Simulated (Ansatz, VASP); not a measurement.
**Two plane-wave programs on Na**

```
Na
1.0
    -2.09491    2.09491    2.09491
     2.09491   -2.09491    2.09491
     2.09491    2.09491   -2.09491
Na
1
Direct
  0.00000 0.00000 0.00000
```

Alike in both runs: functional PBE; k mesh 14 × 14 × 14; occupations gaussian, width 0.1 eV; no spin polarisation.

Ansatz relaxed the structure, and its values are those at the end. VASP's run is a single point on that final structure, the one shown.

|  | VASP | Ansatz |
| --- | --- | --- |
| version | VASP 6.6.1 | Ansatz 0.2.0 |
| potentials or method | VASP PAW PBE potentials, release 64 (Na_pv) | scalar-relativistic, plane waves, PAW |
| plane-wave cutoff (eV) | 520 | 420 |
| valence electrons in the cell | 7 | 9 |

```tsv
	VASP	Ansatz	Ansatz less VASP
gap on the k mesh at the Fermi level (eV)	none	none	-
pressure (GPa)	0.0	0.0	+0.02
```

A gap of «none» marks a metal or a gap that the smearing closes. With one functional, cell and mesh, what is left measures potentials, basis and numerics. The two sets of potentials don't hold the same shells in valence.
